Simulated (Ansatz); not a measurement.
TiAl:

```
Ti Al
1.0
     3.17906    0.00000    0.00000
     0.00000    3.17906    0.00000
     0.00000    0.00000    3.17906
Ti Al
1 1
Direct
  0.00000 0.00000 0.00000
  0.50000 0.50000 0.50000
```

The cell comes from a database or a generator and needn't be the stable form of this composition.

Base run:

| Quantity | Value |
| --- | --- |
| Program | Ansatz 0.2.0 |
| Functional | PBEsol |
| Potentials or basis | all-electron LAPW, scalar-relativistic |
| Cutoff | 205 eV (chosen from the basis error) |
| Basis error allowed | 0.001 eV/atom |
| k mesh | 8 × 8 × 8 |
| Occupations | fermi-dirac, width 0.05 eV |
| Spin | no spin polarisation |

Its results: pressure -2.4 GPa.

**Question.** The run is repeated on the same cell with these changes: functional from PBEsol to LDA. What comes out?

**Answer.** Pressure -5.8 GPa.

LDA binds more tightly than PBEsol, so the same cell stands under less pressure.
